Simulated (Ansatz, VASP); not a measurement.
This is a calculation of PbSe (Clausthalite) for Ansatz 0.2.0.

The input input.yaml:

```yaml
crystal:
  lattice:
    - [0.0, 3.06065, 3.06065]
    - [3.06065, 0.0, 3.06065]
    - [3.06065, 3.06065, 0.0]
  atoms:
    - { symbol: Pb, position: [0.0, 0.0, 0.0] }
    - { symbol: Se, position: [0.5, 0.5, 0.5] }
hamiltonian:
  xc: pbe
  pseudopotentials: { kind: paw }
kpoints:
  mp_grid: { grid: [8, 8, 8] }
scf:
  occupations: { method: gaussian, width: 0.028 }
output:
  forces: true
  stress: true
  eigenvalues: true
```

Potentials or basis: Ansatz PAW.

Command:

```sh
$ ansatz run input.yaml --threads 2 --pin off --max-ram 5632MiB --backend cpu --events-out ev --progress --plain --runs-dir out
```

Question: Translate it to VASP 6.6.1. Potentials there: VASP PAW PBE potentials, release 64 (Pb_d, Se).

Answer: As run (the cutoff follows the program's own potentials):

Contents of INCAR:

```
SYSTEM = PbSe
ALGO = Normal
EDIFF = 1E-6
ENCUT = 520
GGA = PE
ISIF = 2
ISMEAR = 0
LASPH = .True.
LCHARG = .False.
LREAL = .False.
LWAVE = .False.
NELM = 80
PREC = Accurate
SIGMA = 0.028000000000000004
```

File KPOINTS:

```
k-points
0
Gamma
  8 8 8
  0 0 0
```

The input POSCAR:

```
PbSe
1.0
    0.0000000000      3.0606500000      3.0606500000
    3.0606500000      0.0000000000      3.0606500000
    3.0606500000      3.0606500000      0.0000000000
Pb Se
1 1
Direct
    0.0000000000      0.0000000000      0.0000000000
    0.5000000000      0.5000000000      0.5000000000
```

Potentials or basis: VASP PAW PBE potentials, release 64 (Pb_d, Se).

Launch:

```console
$ cat potpaw_PBE.64/Pb_d/POTCAR potpaw_PBE.64/Se/POTCAR > POTCAR
$ mpirun -np 1 vasp_std > vasp.out
```

Both were run:

|  | VASP | Ansatz | Ansatz less VASP |
| --- | --- | --- | --- |
| gap on the k mesh at the Fermi level (eV) | 0.29 | 0.29 | -0.005 |
| least direct gap on the mesh (eV) | 0.29 | 0.29 | -0.005 |
| pressure (GPa) | 2.4 | 2.4 | +0.02 |

The functional is the same, so the differences come from potentials, cutoffs and numerics. The two sets of potentials don't hold the same shells in valence.

Caveats: spin-orbit coupling is left out, which as a rule narrows the gap of such compounds by several tenths of an eV. A k mesh can miss the band edges.
